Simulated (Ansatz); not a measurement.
Start from Sb2Te3 in the Bi2Te3 type structure (space group R-3m, No. 166; a = 4.2764 Å, c = 29.8258 Å (hexagonal axes)).

All numbers come from PBE-D3(BJ) (Ansatz, a program for electronic structure), no spin-orbit coupling, earlier PAW set.

Before the change:

| Quantity | Value |
|---|---|
| In-plane lattice parameter a | 427.6 pm |
| Shortest interatomic distance | 300.5 pm |

Modification: a free-standing slab of 2 layers (10 atoms, 5 a layer) is cut normal to the stacking axis, with 15 Å of vacuum and the in-plane cell relaxed.

What happens to the excess energy per area of both faces, in-plane lattice parameter a, thickness between the outermost nuclei and shortest interatomic distance?

The excess energy per area of both faces (slab less bulk energy over the cell's area: twice a surface energy) amounts to 0.5 J/m² (uncertain by up to 0.1 J/m²); the in-plane lattice parameter a decreases by 1.9 pm, from 427.6 pm to 425.7 pm; the thickness between the outermost nuclei comes out as 17.36 Å; the shortest interatomic distance shrinks by 1.2 pm to 299.3 pm.

Slab and bulk use different k-meshes, which limits the precision of the excess energy. Stability against distortions was not tested.
